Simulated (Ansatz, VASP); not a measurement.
**W3C2: VASP beside Ansatz**

```
W C
1.0
     3.02958    0.00000    0.00000
    -1.51479    2.62369    0.00000
     0.00000    0.00000    7.39086
W C
3 2
Direct
  0.00000 0.00000 0.00000
  0.33333 0.66667 0.65900
  0.66667 0.33333 0.34100
  0.33333 0.66667 0.17793
  0.66667 0.33333 0.82207
```

Alike in both runs: functional PBE; k mesh 15 × 15 × 6; occupations gaussian, width 0.1 eV; no spin polarisation.

Ansatz relaxed the structure, and its values are those at the end. VASP's run is a single point on that final structure, the one shown.

|  | VASP | Ansatz |
| --- | --- | --- |
| version | VASP 6.6.1 | Ansatz 0.2.0 |
| potentials or method | VASP PAW PBE potentials, release 64 (W_sv, C) | scalar-relativistic, plane waves, PAW |
| plane-wave cutoff (eV) | 520 | 420 |
| valence electrons in the cell | 50 | 50 |

|  | VASP | Ansatz | Ansatz less VASP |
| --- | --- | --- | --- |
| gap on the k mesh at the Fermi level (eV) | none | none | - |
| pressure (GPa) | 0.9 | 0.0 | -0.88 |
| rms of the force components (eV/Å) | 0.017 | 0.000 | -0.0166 |

A gap of «none» marks a metal or a gap that the smearing closes. With one functional, cell and mesh, what is left measures potentials, basis and numerics.

Spin-orbit coupling is left out, which matters for the levels of W.
